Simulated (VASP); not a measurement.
# 3 units of PbZrO3 (001), ZrO2 faces on Al(100): relaxation and electronic structure, part 2 of 6

Aim: model 3 units of PbZrO3 (001), ZrO2 faces on Al(100) by a slab and find how far its highest filled level lies below the vacuum.

VASP 6.6.1; PBEsol with D3(BJ); plane waves and PAW (Al, Zr_sv, O, Pb).

So far. Step 2 (Surface relaxation): The run used up its steps with a largest force of 0.26 eV/Å at its last finished step, so it is continued.

**3. Going on with the relaxation**

The relaxation goes on from where it stopped.

The input, INCAR:

```
SYSTEM = Zr4Al8Pb3O11
PREC = Normal
ENCUT = 400
EDIFF = 1E-05
NELM = 120
ISMEAR = -1
SIGMA = 0.1
LREAL = Auto
ALGO = Fast
GGA = PS
IVDW = 12
NBANDS = 96
LASPH = .TRUE.
LORBIT = 11
LWAVE = .FALSE.
LCHARG = .FALSE.
KPAR = 4
IBRION = 2
NSW = 40
ISIF = 2
EDIFFG = -0.03
POTIM = 0.25
MAXMIX = 40
IDIPOL = 3
LDIPOL = .TRUE.
DIPOL = 0.5 0.5 0.519
```

The input, POSCAR:

```
Zr4Al8Pb3O11
1.0
    4.1600000000      0.0000000000      0.0000000000
    0.0000000000      4.1600000000      0.0000000000
    0.0000000000      0.0000000000     39.5341469282
Al Zr O Pb
8 4 11 3
Direct
    0.0000000000      0.5000000000      0.2297275377
    0.5000000000      0.0000000000      0.2297275377
    0.0000000000      0.0000000000      0.2803247963
    0.5000000000      0.5000000000      0.2811257648
    0.0000000000      0.5000000000      0.3306864688
    0.5000000000      0.0000000000      0.3306864688
    0.0000000000      0.0000000000      0.3783821131
    0.5000000000      0.5000000000      0.3855476172
    0.0000000000      0.0000000000      0.4602108060
    0.0000000000      0.0000000000      0.5619265065
    0.0000000000      0.0000000000      0.6641567535
    0.0000000000      0.0000000000      0.7654559748
    0.5000000000      0.0000000000      0.4598980316
    0.0000000000      0.5000000000      0.4598980316
    0.0000000000      0.0000000000      0.5090945787
    0.5000000000      0.0000000000      0.5617715530
    0.0000000000      0.5000000000      0.5617715530
    0.0000000000      0.0000000000      0.6130040145
    0.5000000000      0.0000000000      0.6648535813
    0.0000000000      0.5000000000      0.6648535813
    0.0000000000      0.0000000000      0.7173565776
    0.5000000000      0.0000000000      0.7664276971
    0.0000000000      0.5000000000      0.7664276971
    0.5000000000      0.5000000000      0.5057222574
    0.5000000000      0.5000000000      0.6132821464
    0.5000000000      0.5000000000      0.7217004696
```

The input, KPOINTS:

```
Automatic mesh
0
Gamma
8 8 1
0 0 0
```

PAW data sets: Al, Zr_sv, O and Pb (PBE family, release 64).

The run is started by

```
> mpirun -np 4 vasp_std
```

The log of the run:

```text
[banner, memory and clock lines left out]
running    4 mpi-ranks, on    1 nodes
[...]
[... a notice as in an earlier step ...]

 LDA part: xc-table for (Slater+PW92), standard interpolation
 POSCAR, INCAR and KPOINTS ok, starting setup
[...]
entering main loop
       N       E                     dE             d eps       ncg     rms          rms(c)
DAV:   1     0.119151531896E+04    0.11915E+04   -0.59739E+04  3120   0.110E+03
DAV:   2    -0.379120451239E+02   -0.12294E+04   -0.11696E+04  3664   0.310E+02
DAV:   3    -0.200245055965E+03   -0.16233E+03   -0.16072E+03  3616   0.110E+02
DAV:   4    -0.211243084732E+03   -0.10998E+02   -0.10970E+02  4664   0.258E+01
[...]
RMM:  27    -0.181816619755E+03    0.80446E-02   -0.77526E-03  4338   0.124E-01    0.152E-01
RMM:  28    -0.181815755746E+03    0.86401E-03   -0.13603E-03  4186   0.736E-02    0.129E-01
RMM:  29    -0.181812862401E+03    0.28933E-02   -0.22896E-03  4203   0.720E-02    0.985E-02
WARNING in EDDRMM: call to ZHEGV failed, returncode =   6  3     21
RMM:  30    -0.181811941401E+03    0.92100E-03   -0.92845E-04  3999   0.471E-02    0.884E-02
RMM:  31    -0.181811672777E+03    0.26862E-03   -0.25782E-04  3477   0.293E-02    0.809E-02
RMM:  32    -0.181811418711E+03    0.25407E-03   -0.16411E-04  3249   0.237E-02    0.764E-02
RMM:  33    -0.181809225811E+03    0.21929E-02   -0.32992E-03  4446   0.843E-02    0.414E-02
RMM:  34    -0.181809114451E+03    0.11136E-03   -0.49958E-04  3587   0.356E-02    0.386E-02
RMM:  35    -0.181809035900E+03    0.78550E-04   -0.23973E-04  3418   0.256E-02    0.382E-02
RMM:  36    -0.181808968965E+03    0.66936E-04   -0.23403E-04  3462   0.253E-02    0.194E-02
RMM:  37    -0.181808962165E+03    0.68001E-05   -0.10125E-04  2911   0.194E-02    0.756E-03
RMM:  38    -0.181808964138E+03   -0.19730E-05   -0.47935E-05  2475   0.139E-02
   1 F= -.18740192E+03 E0= -.18734258E+03  d E =-.187402E+03
[...]
WARNING in EDDRMM: call to ZHEGV failed, returncode =   8  4     18
[... from here on, the cycles between the ionic steps are left out ...]
   2 F= -.18740432E+03 E0= -.18734484E+03  d E =-.240648E-02
   4 F= -.18740576E+03 E0= -.18734627E+03  d E =-.139912E-02
[...]
WARNING in EDDRMM: call to ZHEGV failed, returncode =   6  3      6
[...]
WARNING in EDDRMM: call to ZHEGV failed, returncode =   8  4     34
   7 F= -.18740836E+03 E0= -.18734907E+03  d E =-.161792E-02
  10 F= -.18741001E+03 E0= -.18735065E+03  d E =-.164616E-02
  13 F= -.18741207E+03 E0= -.18735270E+03  d E =-.529914E-03
[...]
WARNING in EDDRMM: call to ZHEGV failed, returncode =   8  4     23
[...]
WARNING in EDDRMM: call to ZHEGV failed, returncode =   6  3     59
  16 F= -.18741587E+03 E0= -.18735634E+03  d E =-.432677E-02
[...]
WARNING in EDDRMM: call to ZHEGV failed, returncode =   8  4     27
[...]
WARNING in EDDRMM: call to ZHEGV failed, returncode =   6  3     20
  19 F= -.18741791E+03 E0= -.18735839E+03  d E =-.173164E-02
[...]
WARNING in EDDRMM: call to ZHEGV failed, returncode =   8  4      6
  22 F= -.18742041E+03 E0= -.18736075E+03  d E =-.423515E-02
[...]
WARNING in EDDRMM: call to ZHEGV failed, returncode =   6  3     43
WARNING in EDDRMM: call to ZHEGV failed, returncode =   6  3     53
[...]
WARNING in EDDRMM: call to ZHEGV failed, returncode =   8  4     57
  25 F= -.18742527E+03 E0= -.18736559E+03  d E =-.485856E-02
[...]
WARNING in EDDRMM: call to ZHEGV failed, returncode =   6  3     49
[...]
WARNING in EDDRMM: call to ZHEGV failed, returncode =   8  4     23
[...]
WARNING in EDDRMM: call to ZHEGV failed, returncode =   6  3     49
  28 F= -.18742807E+03 E0= -.18736854E+03  d E =-.280115E-02
[...]
WARNING in EDDRMM: call to ZHEGV failed, returncode =   8  4     33
[...]
WARNING in EDDRMM: call to ZHEGV failed, returncode =   8  4     52
[...]
WARNING in EDDRMM: call to ZHEGV failed, returncode =   8  4     11
  31 F= -.18742890E+03 E0= -.18736960E+03  d E =-.830788E-03
[...]
WARNING in EDDRMM: call to ZHEGV failed, returncode =   8  4     51
[...]
WARNING in EDDRMM: call to ZHEGV failed, returncode =   8  4     24
  34 F= -.18743353E+03 E0= -.18737429E+03  d E =-.252035E-02
  37 F= -.18743725E+03 E0= -.18737810E+03  d E =-.131247E-02
[...]
WARNING in EDDRMM: call to ZHEGV failed, returncode =   8  4     37
[...]
WARNING in EDDRMM: call to ZHEGV failed, returncode =   6  3     65
  39 F= -.18743811E+03 E0= -.18737896E+03  d E =-.687596E-03
[...]
WARNING in EDDRMM: call to ZHEGV failed, returncode =   6  3     43
  40 F= -.18743833E+03 E0= -.18737919E+03  d E =-.912473E-03
[...]
```

The job ended after 41 min (4 MPI ranks of AMD EPYC 7R43, shared host; peak memory 2.5 GiB).

From OUTCAR (step 3):

```text
 Edisp (eV)   -5.63789

 dipolmoment           0.000000      0.000000     -0.073113 electrons x Angstroem

 k-point     1 :       0.0000    0.0000    0.0000
  band No.  band energies     occupation
    ...
     72       0.6464      1.99999
     73       0.6464      1.99999
     74       0.8576      1.99991
     75       1.8686      0.92453
     76       1.9301      0.63444
     77       2.6047      0.00109
     78       2.6047      0.00109
     79       3.4887      0.00000
     80       3.6102      0.00000
     81       3.9131      0.00000
    ...

 Edisp (eV)   -5.63863

  Total     -24.25119   -24.25119    -7.66459     0.00000     0.00000    -0.00000
  in kB     -56.79167   -56.79167   -17.94901     0.00000     0.00000    -0.00000
  external pressure =      -43.84 kB  Pullay stress =        0.00 kB

 POSITION                                       TOTAL-FORCE (eV/Angst)
 -----------------------------------------------------------------------------------
      0.00000      2.08000      9.22535        -0.000000     -0.000000      0.018944
      2.08000      0.00000      9.22535        -0.000000     -0.000000      0.018944
      0.00000      0.00000     11.21478        -0.000000     -0.000000     -0.007051
      2.08000      2.08000     11.24093        -0.000000     -0.000000      0.009299
      0.00000      2.08000     13.19546        -0.000000     -0.000000     -0.016397
      2.08000      0.00000     13.19546        -0.000000     -0.000000     -0.016397
      0.00000      0.00000     15.02063         0.000000     -0.000000      0.000321
      2.08000      2.08000     15.41637        -0.000000     -0.000000      0.025077
      0.00000      4.16000     18.12588        -0.000000     -0.000000     -0.048448
      0.00000      0.00000     22.15189        -0.000000     -0.000000      0.027239
      0.00000      0.00000     26.19984        -0.000000     -0.000000     -0.060219
      0.00000      0.00000     30.21074        -0.000000     -0.000000      0.072923
      2.08000      0.00000     18.11866        -0.000000      0.000000      0.028057
      0.00000      2.08000     18.11866        -0.000000      0.000000      0.028057
[...]
-----------------------------------------------------------------------------------
    total drift:                                0.000000     -0.000000     -0.017194

  FREE ENERGIE OF THE ION-ELECTRON SYSTEM (eV)
  ---------------------------------------------------
  free  energy   TOTEN  =      -187.4383306023 eV

  energy  without entropy=     -187.3200467542  energy(sigma->0) =     -187.37918868

 vacuum level on the upper side and lower side of the slab         5.054         5.812

[... 7 parts as in an earlier step ...]

[... 12 further parts left out ...]
[key lines of the parts left out:]
E-fermi :   1.8534
```

Relaxation path (22 of 40):

| step | energy less that of the first step (eV) | largest force (eV/Å) |
| --- | --- | --- |
| 1 | 0.0000 | 0.2565 |
| 3 | -0.0024 | 0.1149 |
| 5 | -0.0048 | 0.1301 |
| 7 | -0.0064 | 0.1924 |
| 8 | -0.0071 | 0.1652 |
| 10 | -0.0081 | 0.0908 |
| 12 | -0.0096 | 0.1096 |
| 14 | -0.0115 | 0.0914 |
| 16 | -0.0140 | 0.4542 |
| 18 | -0.0147 | 0.3192 |
| 20 | -0.0177 | 0.1819 |
| 21 | -0.0181 | 0.2268 |
| 23 | -0.0192 | 0.1259 |
| 25 | -0.0233 | 0.2625 |
| 27 | -0.0261 | 0.1476 |
| 29 | -0.0271 | 0.1714 |
| 31 | -0.0270 | 0.3892 |
| 33 | -0.0303 | 0.1466 |
| 34 | -0.0316 | 0.1785 |
| 36 | -0.0340 | 0.1075 |
| 38 | -0.0355 | 0.0975 |
| 40 | -0.0364 | 0.0729 |

The atoms that moved most (Å):

| atom | dx | dy | dz | length |
| --- | --- | --- | --- | --- |
| Al8 | 0.000 | 0.000 | 0.174 | 0.174 |
| Al1 | 0.000 | 0.000 | 0.143 | 0.143 |
| Al2 | 0.000 | 0.000 | 0.143 | 0.143 |
| Al3 | 0.000 | 0.000 | 0.132 | 0.132 |
| Al4 | 0.000 | 0.000 | 0.127 | 0.127 |
| Al5 | 0.000 | 0.000 | 0.122 | 0.122 |
| Al6 | 0.000 | 0.000 | 0.122 | 0.122 |
| Pb26 | 0.000 | 0.000 | -0.072 | 0.072 |

The relaxed structure:

```
Al Zr O Pb
1.0
     4.16000    0.00000    0.00000
     0.00000    4.16000    0.00000
     0.00000    0.00000   39.53415
Al Zr O Pb
8 4 11 3
Direct
  0.00000 0.50000 0.23335
  0.50000 0.00000 0.23335
  0.00000 0.00000 0.28367
  0.50000 0.50000 0.28433
  0.00000 0.50000 0.33377
  0.50000 0.00000 0.33377
  0.00000 0.00000 0.37994
  0.50000 0.50000 0.38995
  0.00000 0.00000 0.45849
  0.00000 0.00000 0.56032
  0.00000 0.00000 0.66271
  0.00000 0.00000 0.76417
  0.50000 0.00000 0.45830
  0.00000 0.50000 0.45830
  0.00000 0.00000 0.50770
  0.50000 0.00000 0.56013
  0.00000 0.50000 0.56013
  0.00000 0.00000 0.61167
  0.50000 0.00000 0.66316
  0.00000 0.50000 0.66316
  0.00000 0.00000 0.71579
  0.50000 0.00000 0.76547
  0.00000 0.50000 0.76547
  0.50000 0.50000 0.50481
  0.50000 0.50000 0.61218
  0.50000 0.50000 0.71989
```

The run used up its steps with a largest force of 0.07 eV/Å at its last finished step, short of the threshold.

**4. Potential and states of the slab**

A static run writes the electrostatic potential without exchange and correlation (LVHAR), which is flat in the vacuum and gives the level to count from. The dipole correction cancels the field that unlike faces would set up across the vacuum.

The input, INCAR:

```
SYSTEM = Zr4Al8Pb3O11
PREC = Normal
ENCUT = 400
EDIFF = 1E-06
NELM = 120
ISMEAR = -1
SIGMA = 0.1
LREAL = Auto
ALGO = Fast
GGA = PS
IVDW = 12
NBANDS = 96
LASPH = .TRUE.
LORBIT = 11
LWAVE = .FALSE.
LCHARG = .TRUE.
IDIPOL = 3
LDIPOL = .TRUE.
DIPOL = 0.5 0.5 0.519
LVHAR = .TRUE.
LVACPOTAV = .TRUE.
LELF = .TRUE.
NEDOS = 1500
```

The input, POSCAR:

```
Zr4Al8Pb3O11
1.0
    4.1600000000      0.0000000000      0.0000000000
    0.0000000000      4.1600000000      0.0000000000
    0.0000000000      0.0000000000     39.5341469282
Al Zr O Pb
8 4 11 3
Direct
    0.0000000000      0.5000000000      0.2333513494
    0.5000000000      0.0000000000      0.2333513494
    0.0000000000      0.0000000000      0.2836731765
    0.5000000000      0.5000000000      0.2843346035
    0.0000000000      0.5000000000      0.3337738101
    0.5000000000      0.0000000000      0.3337738101
    0.0000000000      0.0000000000      0.3799407481
    0.5000000000      0.5000000000      0.3899506913
    0.0000000000      0.0000000000      0.4584866850
    0.0000000000      0.0000000000      0.5603229853
    0.0000000000      0.0000000000      0.6627142585
    0.0000000000      0.0000000000      0.7641683495
    0.5000000000      0.0000000000      0.4583039356
    0.0000000000      0.5000000000      0.4583039356
    0.0000000000      0.0000000000      0.5076963622
    0.5000000000      0.0000000000      0.5601275376
    0.0000000000      0.5000000000      0.5601275376
    0.0000000000      0.0000000000      0.6116717200
    0.5000000000      0.0000000000      0.6631632114
    0.0000000000      0.5000000000      0.6631632114
    0.0000000000      0.0000000000      0.7157888204
    0.5000000000      0.0000000000      0.7654749708
    0.0000000000      0.5000000000      0.7654749708
    0.5000000000      0.5000000000      0.5048104483
    0.5000000000      0.5000000000      0.6121813022
    0.5000000000      0.5000000000      0.7198903348
```

KPOINTS is that of step 3.

The run is started by

```
> mpirun -np 4 vasp_std
```

The log of the run:

```text
[banner, memory and clock lines left out]
running    4 mpi-ranks, on    1 nodes
 distrk:  each k-point on    4 cores,    1 groups
 distr:  one band on    1 cores,    4 groups

 POSCAR found type information on POSCAR AlZrO Pb
 POSCAR found :  4 types and      26 ions
 [... a notice as in an earlier step ...]

 LDA part: xc-table for (Slater+PW92), standard interpolation
 POSCAR, INCAR and KPOINTS ok, starting setup
 FFT: planning ... GRIDC
 FFT: planning ... GRID_SOFT
 FFT: planning ... GRID
 WAVECAR not read
 entering main loop
       N       E                     dE             d eps       ncg     rms          rms(c)
DAV:   1     0.118839153633E+04    0.11884E+04   -0.59813E+04  3128   0.110E+03
DAV:   2    -0.385228782403E+02   -0.12269E+04   -0.11675E+04  3672   0.310E+02
DAV:   3    -0.200093732161E+03   -0.16157E+03   -0.15991E+03  3608   0.109E+02
DAV:   4    -0.211121848351E+03   -0.11028E+02   -0.11000E+02  4720   0.258E+01
DAV:   5    -0.211822488874E+03   -0.70064E+00   -0.70044E+00  4472   0.478E+00    0.607E+01
RMM:   6    -0.182010345656E+03    0.29812E+02   -0.14076E+02  3366   0.284E+01    0.282E+01
RMM:   7    -0.222604076245E+03   -0.40594E+02   -0.32415E+01  4411   0.107E+01    0.223E+01
RMM:   8    -0.523568569268E+03   -0.30096E+03   -0.15317E+02  4834   0.165E+01    0.644E+01
RMM:   9    -0.306029017764E+03    0.21754E+03   -0.98559E+01  4469   0.105E+01    0.442E+01
RMM:  10    -0.230727555087E+03    0.75301E+02   -0.27540E+01  4249   0.878E+00    0.356E+01
RMM:  11    -0.189760477379E+03    0.40967E+02   -0.23796E+01  4179   0.879E+00    0.170E+01
RMM:  12    -0.185221198560E+03    0.45393E+01   -0.95161E+00  4022   0.666E+00    0.853E+00
RMM:  13    -0.182723928173E+03    0.24973E+01   -0.28138E+00  4235   0.352E+00    0.592E+00
RMM:  14    -0.182277271506E+03    0.44666E+00   -0.12608E+00  4727   0.209E+00    0.450E+00
RMM:  15    -0.182377761790E+03   -0.10049E+00   -0.17302E-01  5010   0.876E-01    0.499E+00
RMM:  16    -0.182060288745E+03    0.31747E+00   -0.81734E-01  4717   0.163E+00    0.307E+00
RMM:  17    -0.181895991065E+03    0.16430E+00   -0.42389E-01  4782   0.114E+00    0.200E+00
RMM:  18    -0.181884751993E+03    0.11239E-01   -0.92356E-02  4924   0.563E-01    0.143E+00
RMM:  19    -0.181876846974E+03    0.79050E-02   -0.27671E-02  4994   0.347E-01    0.106E+00
RMM:  20    -0.181861463778E+03    0.15383E-01   -0.35285E-02  4654   0.441E-01    0.602E-01
RMM:  21    -0.181851255334E+03    0.10208E-01   -0.17093E-02  4878   0.266E-01    0.383E-01
RMM:  22    -0.181844898558E+03    0.63568E-02   -0.59955E-03  5095   0.139E-01    0.315E-01
RMM:  23    -0.181837931068E+03    0.69675E-02   -0.43538E-03  4848   0.127E-01    0.230E-01
RMM:  24    -0.181828723729E+03    0.92073E-02   -0.72005E-03  4884   0.143E-01    0.162E-01
RMM:  25    -0.181825241010E+03    0.34827E-02   -0.22956E-03  4946   0.881E-02    0.153E-01
RMM:  26    -0.181821519629E+03    0.37214E-02   -0.16411E-03  4968   0.682E-02    0.142E-01
RMM:  27    -0.181813940729E+03    0.75789E-02   -0.38881E-03  4970   0.913E-02    0.127E-01
RMM:  28    -0.181812198629E+03    0.17421E-02   -0.90973E-04  4956   0.544E-02    0.109E-01
RMM:  29    -0.181809754665E+03    0.24440E-02   -0.74501E-04  4891   0.440E-02    0.995E-02
RMM:  30    -0.181808133056E+03    0.16216E-02   -0.51142E-04  4941   0.344E-02    0.930E-02
RMM:  31    -0.181804421491E+03    0.37116E-02   -0.16123E-03  5027   0.571E-02    0.755E-02
RMM:  32    -0.181800239967E+03    0.41815E-02   -0.57194E-03  5269   0.103E-01    0.386E-02
RMM:  33    -0.181799889886E+03    0.35008E-03   -0.13129E-03  5060   0.488E-02    0.369E-02
WARNING in EDDRMM: call to ZHEGV failed, returncode =   8  4     21
RMM:  34    -0.181799741643E+03    0.14824E-03   -0.41380E-04  4921   0.324E-02    0.224E-02
RMM:  35    -0.181799709866E+03    0.31777E-04   -0.28372E-04  4814   0.241E-02    0.190E-02
WARNING in EDDRMM: call to ZHEGV failed, returncode =   8  4     11
RMM:  36    -0.181799730693E+03   -0.20827E-04   -0.16883E-04  4767   0.217E-02    0.143E-02
RMM:  37    -0.181799714245E+03    0.16448E-04   -0.57358E-05  4336   0.160E-02    0.121E-02
WARNING in EDDRMM: call to ZHEGV failed, returncode =   6  3     10
WARNING in EDDRMM: call to ZHEGV failed, returncode =   8  4     16
WARNING in EDDRMM: call to ZHEGV failed, returncode =   8  4      8
WARNING in EDDRMM: call to ZHEGV failed, returncode =   6  3     21
RMM:  38    -0.181799713676E+03    0.56869E-06   -0.31872E-05  4287   0.106E-02    0.591E-03
WARNING in EDDRMM: call to ZHEGV failed, returncode =   8  4      2
RMM:  39    -0.181799714550E+03   -0.87311E-06   -0.12248E-05  3542   0.670E-03    0.541E-03
RMM:  40    -0.181799715826E+03   -0.12769E-05   -0.99111E-06  3527   0.582E-03    0.483E-03
RMM:  41    -0.181799715209E+03    0.61727E-06   -0.54714E-06  2960   0.450E-03
|                                                                             |
|           W    W    AA    RRRRR   N    N  II  N    N   GGGG   !!!           |
|           W    W   A  A   R    R  NN   N  II  NN   N  G    G  !!!           |
|           W    W  A    A  R    R  N N  N  II  N N  N  G       !!!           |
|           W WW W  AAAAAA  RRRRR   N  N N  II  N  N N  G  GGG   !            |
|           WW  WW  A    A  R   R   N   NN  II  N   NN  G    G                |
|           W    W  A    A  R    R  N    N  II  N    N   GGGG   !!!           |
|                                                                             |
|     Did not find any points to average over, which means that no vacuum     |
|     field-free region was found. Please increase the size of  your cell     |
|     in the dimension of the dipole correction to obtain accurate            |
|     workfunction values.                                                    |
|                                                                             |

   1 F= -.18743834E+03 E0= -.18737920E+03  d E =-.118287E+00
```

The job ended after 6.4 min (4 MPI ranks; peak memory 0.95 GiB; 25 min of CPU time).

(Part 2 of 6 ends here.)

[Lines on the potential files, build, host, timing and source positions are cut from VASP's logs without a mark.]

[Logs are printed without paths, hosts, clocks, repeated set-up lines and the standing remarks that a program may print on its own settings, such as how far it seeks lower states.]

[Hosts, paths, dates, database ids (printed as entryN), source tags and the programs' standing remarks are cut or masked in the printed files.]

[In band tables of VASP the shares of atoms and orbitals are scaled to a sum of 1 inside the atoms' spheres.]

[Runs that stopped without an error message from VASP are left out.]
